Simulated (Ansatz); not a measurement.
The system is Pb.

```
CELL_PARAMETERS angstrom
0.01933 2.46287 2.45281
2.50286 -0.00675 2.47889
2.48132 2.46742 0.01479
ATOMIC_POSITIONS crystal
Pb 0.00000 0.00000 0.00000
```

The cell isn't the ideal one: cell sheared at random, sigma 0.01, atoms nudged by 0.01 Å.

Base run:

- Program: Ansatz 0.2.0
- Functional: PBE
- Potentials or basis: Ansatz PAW
- Cutoff: 420 eV
- Density cutoff: 1680 eV
- k mesh: 9 × 9 × 9
- Occupations: fermi-dirac, width 0.05 eV
- Spin: no spin polarisation

Its results: band gap on the k mesh none (metal or under the smearing width); pressure 2.6 GPa.

Problem. The run is repeated on the same cell with these changes: functional from PBE to RPBE. What comes out?

Solution. Band gap on the k mesh none (metal or under the smearing width); pressure 4.2 GPa.

RPBE binds less tightly than PBE, so the same cell stands under more pressure.

Caveats: the potentials were made for another functional, which shifts forces and pressure (some runs); the PAW data sets come from PBE, with cores solved anew for the run's functional, which leaves a small shift of forces and pressure (some runs).

Not every run made on this cell is shown here.
